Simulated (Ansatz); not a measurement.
TiCo:

```
Co Ti
1.0
     2.98611    0.00000    0.00000
     0.00000    2.98611    0.00000
     0.00000    0.00000    2.98611
Co Ti
1 1
Direct
  0.50000 0.50000 0.50000
  0.00000 0.00000 0.00000
```

The cell comes from a database or a generator and needn't be the stable form of this composition.

A run of Ansatz 0.2.0 on this cell left the log below. Logs are shortened: lines on timing, memory, paths and dates and some standing lists are left out, and cuts for length are marked.

```text
Warning: RAYON_NUM_THREADS=2 ignored (pool sized by the plan → 2); use --threads N
Engine: ansatz 0.2.0, x86_64-unknown-linux-gnu
Pseudopotentials: kind: paw
Pseudopotential: Co, paw, valence charge 17, recommended cutoff 420 eV (normal), Co.paw.azcp
Pseudopotential: Ti, paw, valence charge 12, recommended cutoff 420 eV (normal), Ti.paw.azcp
Functional definition: PBEsol
  exchange = pbesol_x
  correlation = pbesol_c
Crystal: 2 atoms, lattice volume = 26.627 Å³
Basis set: ecut = 420 eV, 485 PW (Γ), exchange–correlation on 40×40×40 points (8 copies of the dense FFT grid, shifted against one another)
Bands: 20, of which v1, the nominal top of the filled ones, is band 15 counted from 1 (14 counted from 0)
Symmetry: 48 space group operations
Space group: Pm-3m (ITA 221), of the structure as read, at distance tolerance 3.0e-5 Å
Magnetic group: BNS 221.92 (UNI 1594), of the structure as read, at distance tolerance 3.0e-5 Å
k-points: 35 of 729
Non-local potential: Co, projectors of the file, l = 0: 3, l = 1: 2, l = 2: 3, l = 3: 1
Non-local potential: Ti, projectors of the file, l = 0: 3, l = 1: 2, l = 2: 3, l = 3: 1
PAW form: soft (Blöchl's): semilocal exchange-correlation on the pseudo side does not see the compensation charge
PAW frozen core: Co, regenerated for the run's functional, and the local potential with it (the file was generated under x = pbe(κ = 0.804, μ = 0.2195149727645171), c = pbe(β = 0.06672455060314922))
PAW frozen core: Ti, regenerated for the run's functional, and the local potential with it (the file was generated under x = pbe(κ = 0.804, μ = 0.2195149727645171), c = pbe(β = 0.06672455060314922))
PAW one-centre angular grid: Co, 590 points (default); XC on 64 Gauss nodes
PAW one-centre angular grid: Ti, 590 points (default); XC on 64 Gauss nodes
Initial density: superposition of atomic densities (chi_scale 0.1, normalization cell)
Starting moments: Σ|m| = 3 μB on 2 of 2 sites
Initial wavefunctions: pseudopotential atomic-orbital guess
Functional: x = pbesol(κ = 0.804, μ = 0.12345679012345678), c = pbesol(β = 0.046)
SCF iter   1: F=—  HF=-7567.060316 eV  |F-HF|=—  |Δ(HF+E_count)|=         —  Δρ=9.64e-2 (↑9.64e-2 ↓3.99e-2)  dr2=2.05e0  dr2_m=6.63e-1  M=1.558 μB ∫|m|=1.643 μB  β_m=0.30  ethr=3.10e-3  ⟨swp⟩=3.8  Hψ=5252  notcnv=0
Mixer restart at iter 1: flushing history
preconditioner: auto → none  [metal: Δε(μ)=0.033 eV  Ē_g=5.522 eV  σ=0.050 eV  W_gap=0.16  n_scr=6 (ndim 8)  ℏωp=25.9 eV  f_vac=0.000  D(μ)=1.85/eV (n_scr^D=18)  sad-step TF]
[... 94 lines left out ...]
Free energy (F): -7567.603903 eV
Harris-Foulkes:  -7567.603903 eV  (|F-HF|=0.00e0)
Internal energy: -7567.589552 eV  (E = F + TS)
E sigma→0 (E₀):  -7567.596727 eV
Entropy (-TS):   -0.014351 eV (-7.175 meV/atom)
Fermi energy:    19.383476 eV
--- Per-component energies (eV) ---
  E_band       = -326.547706
  E_kinetic    = 738.486815
  E_local      = -3621.646641  (includes V_loc(G=0)·N_el)
  E_nonlocal   = 463.815321
  E_hartree    = 1543.181133
  E_xc         = -258.487170
  E_vxc        = -331.403290  (∫ρ·V_xc dr)
  E_paw        = -2507.125005  (= ΣΔE_a)
  E_vpaw       = -662.162257  (= ΣTr[D̂ρ^β])
  E_aug_tail   = 0.000147  (compensation charges beyond the density's cutoff)
  E_ewald      = -3926.141955
  E_core_change = 0.327804  (= ΣΔE_core)
  E_smearing   = -0.014351  (= −TS)
  E_closure    = -0.000000  (closes the sum)
  Σ components = -7567.603903   (vs F -7567.603903, Δ=0.00e0)
--- Forces (eV/Å), atoms counted from 1 ---
  atom   1  Co     0.00000000    -0.00000000     0.00000000
  atom   2  Ti     0.00000000     0.00000000    -0.00000000
  max |Σ_I F_I| component: 1.85e-28 eV/Å
--- Stress (GPa, compression-positive) ---
       19.958494       0.000000       0.000000
        0.000000      19.958494      -0.000000
        0.000000      -0.000000      19.958494
  P = ⅓ Tr σ = 19.9585 GPa (199.585 kbar)
--- Band table (eV; the first three rows and the last of 70) ---
  k-point 0 ↑: bands = ["-75.8898", "-39.3068", "-39.3068", "-39.3068", "-37.3089", "-13.4716", "-13.4716", "-13.4716", "11.0927", "14.5924", "14.5924", "17.4315", "17.4315", "17.4315", "20.0980", "20.0980", "22.5895", "22.5895", "22.5895", "29.2694"]
  k-point 1 ↑: bands = ["-75.8895", "-39.3149", "-39.3063", "-39.3063", "-37.2986", "-13.5313", "-13.4678", "-13.4678", "11.3694", "14.7151", "14.7377", "17.4125", "17.4125", "17.4820", "19.9473", "20.1568", "22.1879", "22.1879", "22.5236", "28.1683"]
  k-point 2 ↑: bands = ["-75.8885", "-39.3351", "-39.3051", "-39.3051", "-37.2725", "-13.6802", "-13.4581", "-13.4581", "12.1542", "15.0646", "15.0947", "17.3729", "17.3729", "17.6160", "19.5234", "20.2359", "21.3511", "21.3511", "22.3504", "26.1447"]
  k-point 34 ↓: bands = ["-75.3065", "-38.7790", "-38.7787", "-38.7787", "-37.1386", "-13.8179", "-13.8179", "-13.8177", "16.3668", "16.5863", "16.5863", "16.9279", "16.9279", "16.9592", "19.1114", "19.1114", "22.9307", "22.9307", "27.3722", "27.9977"]
--- Relaxed structure (4 steps of the walk, 4 accepted, 1 SCFs on fresh bases) ---
  F+E_penalty+E_count = -7567.60390251 eV   max|allowed force component| = 9.269e-29 eV/Å   (the final SCF, on the basis selected at the relaxed cell)
  cell:  # Å, volume = 23.2209 Å³
    - [2.852940643289613, -1.1956815071404089e-33, 2.407412430484045e-35]
    - [-1.4524721663920404e-33, 2.852940643289613, -1.2839532962581572e-34]
    - [1.5246945393065616e-34, -1.2839532962581572e-34, 2.852940643289613]
  atoms:
    - { symbol: Co, position: [0.49999999999999994, 0.49999999999999994, 0.49999999999999994] }
    - { symbol: Ti, position: [-3.5439817250239064e-47, 4.03101632617859e-36, 1.0749376869763949e-35] }
```

Problem. Write the input and the command behind it.

Solution. Relaxation of cell and atoms with PBEsol, collinear spin, ferromagnetic start. The files as run (others can give the same):

input.yaml
```yaml
crystal:
  lattice:
    - [2.98611099, 0.0, 0.0]
    - [0.0, 2.98611099, 0.0]
    - [0.0, 0.0, 2.98611099]
  atoms:
    - { symbol: Co, position: [0.5, 0.5, 0.5], spin: 2.0 }
    - { symbol: Ti, position: [0.0, 0.0, 0.0], spin: 1.0 }
hamiltonian:
  xc: pbesol
  pseudopotentials: { kind: paw }
magnetization:
  spin_polarized: true
kpoints:
  mp_grid: { grid: [9, 9, 9] }
scf:
  occupations: { method: fermi_dirac, width: 0.05 }
output:
  forces: true
  stress: true
  eigenvalues: true
relax:
  f_tol: 0.01
  max_steps: 40
  cell: { stress_tol: 0.05, p_target: 20.0 }
```

Potentials or basis: Ansatz PAW.
The run is started by
```console
$ ansatz run input.yaml --threads 2 --pin off --max-ram 5632MiB --backend cpu --events-out ev --progress --plain --runs-dir out
```

Caveat: the plane-wave basis is chosen anew once the cell has moved, so the energies of steps on either side of that aren't comparable; the PAW data sets come from PBE, with cores solved anew for the run's functional, which leaves a small shift of forces and pressure.
